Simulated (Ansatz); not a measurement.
Crystal: MnO.

```
Mn O
1.0
     3.32458    0.00000    0.00000
     0.00000    3.32458    0.00000
     0.00000    0.00000    4.86782
Mn O
2 2
Cartesian
  0.0000 0.0000 0.0000
  1.6623 1.6623 0.0000
  1.6623 0.0000 1.2997
  0.0000 1.6623 3.5681
```

The cell was built by a generator and needn't be a form met in nature.

| Item | Value |
| --- | --- |
| Program | Ansatz 0.2.0 |
| Task | single point |
| Functional | PBE |
| Potentials or basis | Ansatz PAW |
| Cutoff | 420 eV (not typed: the program's choice for these potentials) |
| k mesh | 8 × 8 × 6 |
| Occupations | fermi-dirac, width 0.05 eV |
| Spin | collinear spin, ferromagnetic start |
| Starting moments | [4.0, 4.0, 0.0, 0.0] μB |

On this cell: pressure -3.9 GPa; largest force 2.997 eV/Å; net moment 0.00 μB per cell; site moments Mn -3.06, +3.06; O +0.00 μB; band gap on the k mesh 0.42 eV, direct.

The same run follows on a disturbed copy (atoms moved at random, drawn with an rms of 0.05 Å):

```xyz
4
Lattice="3.3246 0.0000 0.0000 0.0000 3.3246 0.0000 0.0000 0.0000 4.8678" Properties=species:S:1:pos:R:3 pbc="T T T"
Mn   -0.0062    0.0030   -0.0212
Mn    1.6612    1.6856    0.0083
O     1.6797   -0.0124    1.3027
O    -0.0069    1.6634    3.5308
```

Problem. What does the disturbed cell give?

Solution. The energy moves by +32.0 meV/atom; pressure -4.9 GPa; largest force 3.283 eV/Å; net moment 0.00 μB per cell; site moments Mn -3.06, +3.04; O +0.00, -0.00 μB; band gap on the k mesh 0.39 eV, direct.

Forces in eV/Å, atoms in the order of the input:
```
Mn   0.039  0.097 -0.130
Mn  -0.014 -0.168 -0.054
O   -0.037  0.053 -3.099
O    0.011  0.018  3.283
```

Stress tensor (GPa, compression positive):
```
  5.00   0.02  -0.15
  0.02   5.14   0.10
 -0.15   0.10 -24.91
```

Caveats: the starting moments weren't kept; forces of over 1 eV/Å show positions far from the minimum, so gaps and moduli don't describe the material at rest (some runs).

A k mesh can miss the band edges.
